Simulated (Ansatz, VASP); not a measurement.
## One calculation of AlFe, two programs

```
Al Fe
1.0
     2.84551    0.00000    0.00000
     0.00000    2.84551    0.00000
     0.00000    0.00000    2.84551
Al Fe
1 1
Direct
  0.00000 0.00000 0.00000
  0.50000 0.50000 0.50000
```

The cell comes from a database or a generator and needn't be the stable form of this composition.

Alike in both runs: task relaxation of cell and atoms; functional PBE; k mesh 6 × 6 × 6; occupations gaussian, width 0.1 eV; collinear spin.

|  | VASP | Ansatz |
| --- | --- | --- |
| version | VASP 6.6.1 | Ansatz 0.2.0 |
| potentials or method | VASP PAW PBE potentials, release 64 (Al, Fe) | scalar-relativistic, plane waves, PAW |
| plane-wave cutoff (eV) | 600 | 420 |
| valence electrons in the cell | 11 | 19 |

|  | VASP | Ansatz | Ansatz less VASP |
| --- | --- | --- | --- |
| gap on the k mesh at the Fermi level, each at its own relaxed structure (eV) | none | none | - |
| net moment per atom (μB) | 0.36 | 0.37 | +0.004 |
| size of the moment on the site where the two differ most (μB) | 0.76 | 0.75 | -0.002 |
| relaxed volume (Å³/atom) | 11.87 | 11.87 | -0.002 |
| relaxed cell length with the largest relative difference (Å) | 2.874 | 2.874 | -0.0002 |
| energy change over the relaxation (meV/atom) | -6 | -6 | -0.2 |

Site moments also hang on the region over which each program counts them. A gap of «none» marks a metal or a gap that the smearing closes. The two sets of potentials don't hold the same shells in valence.

Caveats: the k mesh is coarse (spacing up to 0.37 Å⁻¹), so the values aren't converged.
